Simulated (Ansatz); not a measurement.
This is a single-point calculation with the plane-wave code Ansatz on O (Cmme) from a database of computed structures; the level of theory is HSE06. The cell was relaxed with r2SCAN+rVV10 and then strained, so it isn't that functional's minimum.

Input (YAML):
```yaml
crystal:
  lattice:
    - [4.0422516979, 0.0, -0.0511314365]
    - [0.0, 4.0261634352, 0.0]
    - [-1.0645949049, 0.0, 2.7914438287]
  atoms:
    - { symbol: O, position: [0.3398634903, 0.684202546, 0.6702336468] }
    - { symbol: O, position: [0.6601365097, 0.684202546, 0.8297663532] }
    - { symbol: O, position: [0.6601365097, 0.315797454, 0.3297663532] }
    - { symbol: O, position: [0.3398634903, 0.315797454, 0.1702336468] }
kpoints:
  mp_grid: { grid: [6, 4, 6] }
  band_path:
    path:
      - [0.0, 0.0, 0.0]
      - [0.0, 0.5, 0.0]
      - [0.0, 0.5, 0.5]
      - [0.0, 0.0, 0.5]
      - [-0.5, 0.0, 0.5]
      - [-0.5, 0.5, 0.5]
      - [-0.5, 0.5, 0.0]
      - [-0.5, 0.0, 0.0]
    npoints: 1
hamiltonian:
  xc: hse06
scf:
  occupations: { method: fixed }
  n_extra_bands: 5
output:
  forces: true
  stress: true
  eigenvalues: true
```

Run as `ansatz run input.yaml --threads 4 --pin off --max-ram 4608MiB --backend cpu --events-out ev --progress --plain --runs-dir out`.

Task: It ran on 4 threads of AMD EPYC 7571, with other jobs on the host, load about 0.5 per core. About how long did it take, and how much host memory at the peak?

Result: About 78 s, with a peak of 1.3 GiB.

What the program printed (shortened):
```
Pseudopotential: O, paw, valence charge 6, recommended cutoff 420 eV (normal)
Functional definition: HSE06
Crystal: 4 atoms, lattice volume = 45.211 Å³
Basis set: ecut = 420 eV, 885 PW (Γ)
Bands: 17, of which v1, the nominal top of the filled ones, is band 12 counted from 1 (11 counted from 0)
Symmetry: 4 space group operations
Space group: P2/c (ITA 13)
k-points: 60 of 144
Exchange kernel: α = 0.2500, screened, ω = 0.2079 Å⁻¹, Wigner–Seitz truncation, v(0) = 1041.3997 eV·Å³, q-mesh 6×4×6
hybrid outer 1: dexx = +7.149e-3 eV, tail = 2.86e-5 eV
hybrid outer 2: dexx = +2.735e-7 eV, tail = 1.50e-8 eV, Δε = 1.71e-3 eV, ΔF = 3.06e-3 eV/Å
Free energy (F): -2256.990091 eV
Fermi energy:    1.356512 eV
--- Forces (eV/Å), atoms counted from 1 ---
  atom   1  O       1.27336    -0.36654      0.48520
  atom   2  O     -1.27336    -0.36654    -0.48520
  atom   3  O     -1.27336      0.36654    -0.48520
  atom   4  O       1.27336      0.36654      0.48520
--- Stress (GPa, compression-positive) ---
       -7.447697       0.000000      -2.724518
        0.000000      -0.868698       0.000000
       -2.724517       0.000000      -1.355903
  P = ⅓ Tr σ = -3.2241 GPa (-32.241 kbar)
```

bands.tsv, columns around the gap (it counts bands from 0):
```tsv
# k_distance	band_7	band_8	band_9	band_10	band_11	band_12	band_13	band_14	band_15
# fermi_ev = 1.356512
# [0, 0, 0] at k_distance = 0.000000
# [0, 0.5, 0] at k_distance = 0.780294
# [0, 0.5, 0.5] at k_distance = 1.911277
# [0, 0, 0.5] at k_distance = 2.691571
# [-0.5, 0, 0.5] at k_distance = 3.527395
# [-0.5, 0.5, 0.5] at k_distance = 4.307689
# [-0.5, 0.5, 0] at k_distance = 5.438672
# [-0.5, 0, 0] at k_distance = 6.218966
# levels_relative_to = fermi_ev
0.000	-7.487	-5.322	-5.257	-0.661	-0.549	2.831	2.872	10.365	13.787
0.780	-7.804	-5.841	-5.562	-0.385	0.000	2.049	2.636	11.385	13.842
1.911	-7.768	-4.976	-4.976	-1.670	-1.670	3.298	3.298	12.079	12.079
2.692	-7.717	-5.681	-5.681	-1.118	-1.118	2.617	2.617	11.904	11.904
3.527	-7.711	-5.680	-5.680	-1.120	-1.120	2.615	2.615	11.895	11.895
4.308	-7.760	-4.976	-4.976	-1.674	-1.674	3.297	3.297	12.072	12.072
5.439	-7.352	-5.893	-5.655	-0.193	-0.021	1.697	2.896	9.826	11.062
6.219	-6.976	-5.399	-5.354	-1.211	-0.155	2.873	3.082	8.741	11.464
```
In order the rows are Γ, Z, D, B, A, E, C₂, Y₂.

HSE06 gives an indirect gap of 1.70 eV, from Z to C₂; the least direct gap is 1.72 eV at C₂. Edges are sought over the mesh and the listed points. The mean pressure at these positions is -3.2 GPa, compression counted positive. (The program warns that its thresholds are loose for a hybrid's stress.) The largest force is 1.41 eV/Å.

No spin polarisation and no zero-point or thermal motion.

The meshes of the hybrids are coarse, so their gaps aren't converged to the digits shown.
